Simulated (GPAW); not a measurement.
# Cu2O (Pn-3m) in GPAW: band structure with PBE

Aim: the band structure of Cu2O with PBE.

All numbers are computed with GPAW 26.7.0; they aren't measurements. Logs are shortened: lines on timing, memory, paths and dates and some standing lists are left out, and cuts for length are marked. The log counts tension as positive stress, the text compression.

**Experimental background.**

“Importance of surface oxygen vacancies for ultrafast hot carrier relaxation and transport in Cu2O”, 2021, arxiv:2103.03167 quotes, for a bulk crystal of Cu2O: band gap 2.17 eV (direct).

The runs below are set against these values where they give the same quantity.

## Step 1: The crystal as given

Symmetry: Pn-3m, No. 224, cubic system. The conventional cell has a = 4.260 Å, b = 4.260 Å, c = 4.260 Å, α = 90.00°, β = 90.00°, γ = 90.00°. Cu (site symmetry -3m) has 2 O at 1.84 Å as nearest neighbours. O (site symmetry -43m) has 4 Cu at 1.84 Å as nearest neighbours.

## Step 2: Band structure, PBE, spin-orbit coupling, no magnetisation

run.py

```python
import numpy as np
from ase import Atoms
from ase.dft.bandgap import bandgap
from ase.io import write
from ase.units import GPa
from gpaw import GPAW, PW
from gpaw.spinorbit import soc_eigenstates

atoms = Atoms(['Cu', 'Cu', 'Cu', 'Cu', 'O', 'O'],
              cell=[[4.26, 0.0, 0.0],
                    [0.0, 4.26, 0.0],
                    [0.0, 0.0, 4.26]],
              scaled_positions=[[0.25, 0.25, 0.25],
                                [0.25, 0.75, 0.75],
                                [0.75, 0.75, 0.25],
                                [0.75, 0.25, 0.75],
                                [0.0, 0.0, 0.0],
                                [0.5, 0.5, 0.5]],
              pbc=True)

calc = GPAW(mode=PW(600),
            xc='PBE',
            kpts={'size': (6, 6, 6), 'gamma': True},
            occupations={'name': 'fermi-dirac', 'width': 0.05},
            nbands=51,
            convergence={'density': 1e-05, 'energy': 1e-05},
            maxiter=150,
            txt='gpaw.txt')
atoms.calc = calc
energy = atoms.get_potential_energy()
forces = atoms.get_forces()
stress = atoms.get_stress()
calc.write('gs.gpw')
write('result.traj', atoms)
print(f'Energy: {energy:.6f} eV')
print('Forces (eV/A):')
print(forces.round(4))
print('Stress (GPa):', (stress / GPa).round(3))
print('Fermi level:', round(calc.get_fermi_level(), 4), 'eV')
print(f'Gap: {bandgap(calc)[0]:.4f} eV, direct: {bandgap(calc, direct=True)[0]:.4f} eV')

path = atoms.cell.bandpath('GXMGRX,MR', npoints=100, eps=1e-4)
bs_calc = calc.fixed_density(kpts=path, symmetry='off', nbands=72,
                             convergence={'bands': 'CBM+6.0', 'eigenstates': 1e-6}, txt='bands.txt')
bs = bs_calc.band_structure()
bs.write('bs.json')
print(f'Gap on the path: {bandgap(bs_calc)[0]:.4f} eV')

soc = soc_eigenstates(bs_calc, theta=0, phi=0)
np.savetxt('soc_bands.dat', soc.eigenvalues(), fmt='%.4f')
mesh = soc_eigenstates('gs.gpw', theta=0, phi=0)
np.savetxt('soc_mesh.dat', mesh.eigenvalues(), fmt='%.4f')
print('Fermi level with spin-orbit coupling:', round(mesh.fermi_level, 4), 'eV')
```

Potentials or basis: GPAW PAW data sets (gpaw-data 1.2.1), pw.

Launch:

```console
OMP_NUM_THREADS=1 python run.py
```

gpaw.txt:

```text
__  _  _
 | _ |_)|_||  |
 |__||  | ||/\| - 26.7.0

Input parameters:
  mode=PW(ecut=600.0),
  convergence={'density': 1e-05, 'energy': 1e-05},
  kpts=MonkhorstPack(size=(6, 6, 6), gamma=True),
  maxiter=150,
  nbands=51,
  occupations=Occupations(name='fermi-dirac', width=0.05),
  xc=XC(name='PBE')

Diagonalizing LCAO Hamiltonian
Converting LCAO to pw mode
    .---------.
   /|         |
  / | Cu      |
 *  |         |
 |  |  O CuCu |
 |  .---------.
 | /Cu       /
 |/         /
 O---------*

Atoms  # Å, Bohr magnetons
|   | symbol |        x |        y |        z |    initial magnetic moments |
|---|--------|----------|----------|----------|-----------------------------|
| 0 |     Cu | 1.065000 | 1.065000 | 1.065000 | ( 0.0000,  0.0000,  0.0000) |
| 1 |     Cu | 1.065000 | 3.195000 | 3.195000 | ( 0.0000,  0.0000,  0.0000) |
| 2 |     Cu | 3.195000 | 3.195000 | 1.065000 | ( 0.0000,  0.0000,  0.0000) |
| 3 |     Cu | 3.195000 | 1.065000 | 3.195000 | ( 0.0000,  0.0000,  0.0000) |
| 4 |      O | 0.000000 | 0.000000 | 0.000000 | ( 0.0000,  0.0000,  0.0000) |
| 5 |      O | 2.130000 | 2.130000 | 2.130000 | ( 0.0000,  0.0000,  0.0000) |

Unit cell  # Å
| periodic |        x |        y |        z |  lengths |    angles |
|----------|----------|----------|----------|----------|-----------|
|      yes | 4.260000 | 0.000000 | 0.000000 | 4.260000 | 90.000000 |
|      yes | 0.000000 | 4.260000 | 0.000000 | 4.260000 | 90.000000 |
|      yes | 0.000000 | 0.000000 | 4.260000 | 4.260000 | 90.000000 |

Number of symmetries: 24
Symmetry operations  # r_c * U_cc + t_c -> r_c
|    | kind |            matrix            |
|----|------|------------------------------|
|  0 |  E   |  1, 0, 0,  0, 1, 0,  0, 0, 1 |
|  1 |  σ   |  1, 0, 0,  0, 0, 1,  0, 1, 0 |
|  2 |  σ   |  1, 0, 0,  0, 0,-1,  0,-1, 0 |
|  3 |  C2  |  1, 0, 0,  0,-1, 0,  0, 0,-1 |
|  4 |  σ   |  0, 1, 0,  1, 0, 0,  0, 0, 1 |
|  5 |  C3  |  0, 1, 0,  0, 0, 1,  1, 0, 0 |
|  6 |  C3  |  0, 1, 0,  0, 0,-1, -1, 0, 0 |
|  7 |  S4  |  0, 1, 0, -1, 0, 0,  0, 0,-1 |
|  8 |  C3  |  0, 0, 1,  1, 0, 0,  0, 1, 0 |
|  9 |  σ   |  0, 0, 1,  0, 1, 0,  1, 0, 0 |
| 10 |  S4  |  0, 0, 1,  0,-1, 0, -1, 0, 0 |
| 11 |  C3  |  0, 0, 1, -1, 0, 0,  0,-1, 0 |
| 12 |  C3  |  0, 0,-1,  1, 0, 0,  0,-1, 0 |
| 13 |  σ   |  0, 0,-1,  0, 1, 0, -1, 0, 0 |
| 14 |  S4  |  0, 0,-1,  0,-1, 0,  1, 0, 0 |
| 15 |  C3  |  0, 0,-1, -1, 0, 0,  0, 1, 0 |
| 16 |  S4  |  0,-1, 0,  1, 0, 0,  0, 0,-1 |
| 17 |  C3  |  0,-1, 0,  0, 0, 1, -1, 0, 0 |
| 18 |  C3  |  0,-1, 0,  0, 0,-1,  1, 0, 0 |
| 19 |  σ   |  0,-1, 0, -1, 0, 0,  0, 0, 1 |
| 20 |  C2  | -1, 0, 0,  0, 1, 0,  0, 0,-1 |
| 21 |  S4  | -1, 0, 0,  0, 0, 1,  0,-1, 0 |
| 22 |  S4  | -1, 0, 0,  0, 0,-1,  0, 1, 0 |
| 23 |  C2  | -1, 0, 0,  0,-1, 0,  0, 0, 1 |

BZ-sampling:
  Number of BZ points: 216
  Number of IBZ points: 20

  Monkhorst-Pack size: [6, 6, 6]
  Monkhorst-Pack shift: [0.08333333333333333, 0.08333333333333333, 0.08333333333333333]

K-points  # in reciprocal-cell coordinates
|     |                                coordinates |     weight |
|-----|--------------------------------------------|------------|
|   0 | (  0.00000000,   0.00000000,   0.00000000) | 0.00462963 |
|   1 | (  0.16666667,   0.00000000,   0.00000000) | 0.02777778 |
|   2 | (  0.16666667,   0.16666667,   0.00000000) | 0.05555556 |
|   3 | (  0.16666667,   0.16666667,   0.16666667) | 0.03703704 |
|   4 | (  0.33333333,   0.00000000,   0.00000000) | 0.02777778 |
|   5 | (  0.33333333,   0.16666667,   0.00000000) | 0.11111111 |
|   6 | (  0.33333333,   0.16666667,   0.16666667) | 0.11111111 |
|   7 | (  0.33333333,   0.33333333,   0.00000000) | 0.05555556 |
|   8 | (  0.33333333,   0.33333333,   0.16666667) | 0.11111111 |
|   9 | (  0.33333333,   0.33333333,   0.33333333) | 0.03703704 |
| ... |                                            |            |
|  19 | (  0.50000000,   0.50000000,   0.50000000) | 0.00462963 |

Plane wave coefficients: 2601
Cutoff: 600.0 eV

Spin-components: 1 (collinear spins)
Bands:           51
Projectors:      34
Spin-degeneracy: 2
Datatype:        complex128

Parallelization:
  kpt:    1
  domain: 1
  band:   1

Density:
  Valence electrons: 56.0
  Components: 1
  Grid points: [25 25 25]
  Charge: 0.0  # |e|

Potential:
  Grid points: [25 25 25]

species:
  Cu:
    name:    Copper
    Z:       29.0
    valence: 11
    core:    18
    charge:  0.0  # [|e|]
    compensation charges:
      type: gauss
      rc: 0.33  # [Å]
      lmax: 2
    cutoffs:
      filter: 2.06  # [Å]
      core: 2.43  # [Å]
    projectors
    | kind |    occ | energy [eV] | rcut [Å] |
    |------|--------|-------------|----------|
    |   4s |  1.000 |      -4.609 |    1.164 |
    |   4p |  0.000 |      -0.698 |    1.164 |
    |   3d | 10.000 |      -5.039 |    1.058 |
    |    s |        |      22.603 |    1.164 |
    |    p |        |      26.513 |    1.164 |
    |    d |        |      22.172 |    1.058 |

    Using partial waves for Cu as LCAO basis

  O:
    name:    Oxygen
    Z:       8.0
    valence: 6
    core:    2
    charge:  0.0  # [|e|]
    compensation charges:
      type: gauss
      rc: 0.21  # [Å]
      lmax: 2
    cutoffs:
      filter: 1.17  # [Å]
      core: 0.83  # [Å]
    projectors
    | kind |    occ | energy [eV] | rcut [Å] |
    |------|--------|-------------|----------|
    |   2s |  2.000 |     -23.961 |    0.688 |
    |   2p |  4.000 |      -9.029 |    0.598 |
    |    s |        |       3.251 |    0.688 |
    |    p |        |      18.182 |    0.598 |
    |    d |        |       0.000 |    0.619 |

    Using partial waves for O as LCAO basis

Reference energy: -184167.511967  # eV

eigensolver:
  PPCG
  Converge bands: occupied
  niter=2

density mixing:
  MSR1-Mixer
  Pratt-step length: 0.05
  Maximum mixing coefficient: 0.75
  Old densities: 10
  SVD Regularization: 0.005
  Good broyden scale: 1.0
  Trust region scale: 1.0
  Backstep threshold: 4.0
  History deletion threshold: 6.0
  Fourier metric: weight=20.0, sigma=0.015

occupation numbers:
  Fermi-Dirac:
    width: 0.0500  # eV

poisson solver:
  ecut: 4800.0  # eV

xc functional:
  name: PBE with 2 nearest neighbor stencil

convergence criteria:
- Maximum integral of absolute [dens]ity change: 1e-05 electrons / valence electron
- Maximum [total energy] change in last 3 cyles: 1e-05 eV / valence electron
- Maximum integral of absolute [eigenst]ate change: 4e-08 eV^2 / valence electron
maximum number of iterations: 150

SCF iterations
|iter     | |      energy | eigst |  dens |
|---------|-|-------------|-------|-------|
|iter:   1| |  -33.026996 | +0.24 |       |
|iter:   2| |  -30.674469 | -1.58 | -0.97 |
|iter:   3| |  -27.211817 | -1.20 | -1.08 |
|iter:   4| |  -27.150044 | -3.00 | -1.72 |
|iter:   5| |  -27.117632 | -3.51 | -1.88 |
|iter:   6| |  -27.115368 | -4.30 | -2.42 |
|iter:   7| |  -27.115363 | -5.68 | -3.10 |
|iter:   8| |  -27.115369c| -6.25 | -3.65 |
|iter:   9| |  -27.115370c| -7.25 | -4.37 |
|iter:  10| |  -27.115369c| -7.92c| -4.56 |
|iter:  11| |  -27.115369c| -7.87c| -4.88 |
|iter:  12| |  -27.115369c| -8.57c| -5.99c|

Converged in 12 steps
Energy contributions relative to reference atoms: (reference = -184167.511967)

Energy contributions:
  Kinetic:          -6.208084
  Coulomb:          -2.948051
  Zero:              0.471064
  External:          0.000000
  Xc:              -18.430259
  Entropy:          -0.000078
  Spinorbit:         0.000000
  ----------------------------
  Free energy:     -27.115408
  Extrapolated:    -27.115369

dipole moment: (-11.952812, -11.952812, -11.952812)  # |e|*Ang

Fermi level: 5.674
Eigenvalues  # (at kpt = [0.000, 0.000, 0.000])
| band index |      eig [eV] | occ [0-2] |
|------------|---------------|-----------|
|          0 |       -14.786 |     2.000 |
|        ... |               |           |
|         20 |         3.585 |     2.000 |
|         21 |         3.585 |     2.000 |
|         22 |         3.778 |     2.000 |
|         23 |         3.778 |     2.000 |
|         24 |         3.778 |     2.000 |
|         25 |         5.354 |     1.997 |
[... 8 lines left out ...]
|         34 |        14.668 |     0.000 |
|         35 |        14.668 |     0.000 |
|        ... |               |           |
|         50 |        28.660 |     0.000 |

Gap: 0.544 eV
Transition (v -> c):
  (s=0, k=0, n=27, [0.00, 0.00, 0.00]) -> (s=0, k=0, n=28, [0.00, 0.00, 0.00])
No difference between direct/indirect transitions

Forces  # eV/Ang
|        x |        y |        z |
|----------|----------|----------|
|  0.00002 |  0.00002 |  0.00002 |  # Cu   0
|  0.00002 | -0.00002 | -0.00002 |  # Cu   1
| -0.00002 | -0.00002 |  0.00002 |  # Cu   2
| -0.00002 |  0.00002 | -0.00002 |  # Cu   3
|  0.00000 |  0.00000 |  0.00000 |  # O    4
|  0.00000 |  0.00000 |  0.00000 |  # O    5

Stress tensor  # eV/Ang^3
|         x |         y |         z |
|-----------|-----------|-----------|
| -0.021616 | -0.000000 | -0.000000 |
| -0.000000 | -0.021616 |  0.000000 |
| -0.000000 |  0.000000 | -0.021616 |

# Writing to gs.gpw (mode='')
```

Wall time 2.5 min (1 thread of Intel Xeon 6975P-C (Granite Rapids), shared host); peak memory 0.8 GiB.

What came out:

| Quantity | Value |
| --- | --- |
| Free energy | -27.1154 eV |
| Pressure | 3.5 GPa |
| Band gap on the k mesh | 0.46 eV, direct |
| Band gap along the path | 0.46 eV, direct |

Levels at the corners of the path, in eV from the valence-band top:
```tsv
point	band 53	band 54	band 55	band 56	band 57	band 58	band 59	band 60
Γ	-0.13	-0.13	0.00	0.00	0.46	0.46	1.13	1.13
X	-0.48	-0.48	-0.48	-0.48	2.18	2.18	2.18	2.18
M	-0.74	-0.74	-0.74	-0.74	1.82	1.82	1.83	1.83
Γ	-0.13	-0.13	0.00	0.00	0.46	0.46	1.13	1.13
R	-0.70	-0.70	-0.57	-0.57	2.29	2.29	2.39	2.39
X	-0.48	-0.48	-0.48	-0.48	2.18	2.18	2.18	2.18
M	-0.74	-0.74	-0.74	-0.74	1.82	1.82	1.83	1.83
R	-0.70	-0.70	-0.57	-0.57	2.29	2.29	2.39	2.39
```

Caveat: with this Cu data set, volumes or pressures lay over 1.5 % or 2 GPa off other programs in two to four cells of ten; the cutoff is short for stress and forces, so pressures can be off by a GPa or more; spin-orbit coupling was added after a scalar SCF, so levels and gaps hold it while energy, forces, pressure and moments don't.

## Step 3: Comparison with measurements

Step 2. A measured gap of Cu2O is 2.17 eV (direct; quoted in “Importance of surface oxygen vacancies for ultrafast hot carrier relaxation and transport in Cu2O”, 2021, arxiv:2103.03167); the calculated 0.46 eV misses it by -1.71 eV. So large a miss can be the level of theory's own, or it may mean another phase, state or a wrong row. The value is that of PBE, without temperature or zero-point motion. Semilocal functionals fall short of measured gaps as a rule.
